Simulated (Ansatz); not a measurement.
Stackings of close-packed layers of AgCl (capitals for Ag, lower case for the other element), each relaxed to a stress under 0.05 GPa; energies count from the stacking AcBaCb (Fm-3m).

The calculation used Ansatz 0.2.0, DFT PBE, scalar-relativistic, plane waves, PAW.

Plane waves to 420 eV, a k mesh through Γ of 9×9×3 on the computed 8-atom cell and Gaussian smearing (0.02 eV); no spin polarisation.

Start (AcBcAbCb):

```
CELL_PARAMETERS angstrom
3.96800 0.00000 0.00000
-1.98400 3.43639 0.00000
0.00000 0.00000 12.95941
ATOMIC_POSITIONS crystal
Ag 0.00000 0.00000 0.00000
Cl 0.66667 0.33333 0.12500
Ag 0.33333 0.66667 0.25000
Cl 0.66667 0.33333 0.37500
Ag 0.00000 0.00000 0.50000
Cl 0.33333 0.66667 0.62500
Ag 0.66667 0.33333 0.75000
Cl 0.33333 0.66667 0.87500
```

Give the relaxed structure and its energy.

The free energy falls by 15 meV/atom.

| Item | Value |
| --- | --- |
| excess energy (meV/atom) | 21.6 |
| spacing of like layers (Å) | 3.450 |
| a (Å) | 3.844 |
| gap on the mesh (eV) | 0.88 |

Relaxed structure:
```xyz
8
Lattice="3.8437 0.0000 0.0000 -1.9219 3.3288 0.0000 0.0000 0.0000 13.7989" Properties=species:S:1:pos:R:3 pbc="T T T"
Ag    0.0000    0.0000    0.0000
Cl    1.9219    1.1096    1.6889
Ag    0.0000    2.2192    3.4497
Cl    1.9219    1.1096    5.2106
Ag    0.0000    0.0000    6.8995
Cl    0.0000    2.2192    8.5883
Ag    1.9219    1.1096   10.3492
Cl    0.0000    2.2192   12.1101
```

An odd mesh misses points on the zone edge, so a gap read on it can be too wide.

It took 120 s on 1 thread of Arm Neoverse V1, on a shared host, peak memory 0.51 GiB.